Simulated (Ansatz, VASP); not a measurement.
**Sb: VASP beside Ansatz**

```xyz
1
Lattice="-1.8264 1.8264 1.8264 1.8264 -1.8264 1.8264 1.8264 1.8264 -1.8264" Properties=species:S:1:pos:R:3 pbc="T T T"
Sb    0.0000    0.0000    0.0000
```

Alike in both runs: task single point; functional revPBE; k mesh 13 × 13 × 13; occupations fermi-dirac, width 0.1 eV; no spin polarisation.

|  | VASP | Ansatz |
| --- | --- | --- |
| version | VASP 6.6.1 | Ansatz 0.2.0 |
| potentials or method | VASP PAW PBE potentials, release 64 (Sb) | plane waves (420 eV) with PAW, scalar-relativistic |
| plane-wave cutoff (eV) | 520 | 420 |
| valence electrons in the cell | 5 | 15 |

|  | VASP | Ansatz | Ansatz less VASP |
| --- | --- | --- | --- |
| pressure (GPa) | 9.2 | 9.4 | +0.19 |

With one functional, cell and mesh, what is left measures potentials, basis and numerics. The two sets of potentials don't hold the same shells in valence.

Caveats: the PAW data sets were made with another functional, which shifts forces and pressure a little (VASP). The runs have no spin-orbit coupling, so splittings on Sb are missing.
